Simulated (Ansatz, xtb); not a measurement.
Redistribution: C4H9F + C3H5F → C3H6F2 + C4H8

Species: C4H9F `CC(C)CF`, singlet; C3H5F (allyl fluoride) `C=CCF`, singlet; C3H6F2 `CC(F)CF`, singlet; C4H8 (1-butene) `C=CCC`, singlet. The partners trade CH3 for F; both sit on C, so the bond types are kept.

Shapes, held fixed at every level: PBE0-D4/def2-TZVP. Flexible molecules stand in one conformer, not always the lowest. Programs: Ansatz 0.2.0, xtb 6.7.1. Electronic energies: no zero-point or thermal term.

```tsv
level	kind	ΔE (kJ/mol)	less CCSD(T)/CBS estimate
GFN1-xTB	semi-empirical	-1.4	+8.2
HF/def2-TZVPP	Hartree–Fock	-14.1	-4.5
B3LYP-D4/def2-TZVPP	global hybrid	-10.9	-1.3
wB97M-V/def2-TZVPP	range-separated hybrid	-10.8	-1.2
B2PLYP/def2-TZVPP	double hybrid	-11.4	-1.8
MP2/def2-TZVPP	perturbation theory	-8.4	+1.2
CCSD(T)/def2-TZVPP	coupled cluster or CI	-8.7	+0.9
CCSD/def2-TZVPP	coupled cluster or CI	-9.4	+0.2
CCSD(T)/CBS estimate	coupled cluster or CI	-9.6	0.0
```

The highest level, CCSD(T)/CBS estimate, gives ΔE = -9.6 kJ/mol; the levels span -14.1 to -1.4. The column of differences is taken from that level and isn't an error. No measured value is set beside it here. The CBS estimate extrapolates MP2 from def2-TZVPP and def2-QZVPP and adds CCSD(T) − MP2 in the triple-zeta set, cores frozen.

Every level puts the products lower, so exchanging methyl for fluorine is mildly exothermic, at -9.6 kJ/mol by the highest level. Fluorine leaves a primary allylic carbon for a secondary saturated one, where an additional alkyl group can better support the positive carbon of the strongly polar C–F bond. This gain probably outweighs the inductive penalty of placing two electron-withdrawing C–F bonds on adjacent carbons.

Hartree–Fock exaggerates the preference, probably because it misses the medium-range correlation that favours the branched carbon skeleton of isobutyl fluoride. GFN1-xTB gets the direction right but makes the exchange almost thermoneutral, too weak a response to this change of substituents.

The close match of CCSD to the reference is partly a cancellation: in the same basis, triples make the reaction less exothermic, while the basis-set extrapolation makes it more so. The total alone cannot separate the preference for a substituted carbon from the interaction between the vicinal fluorines.
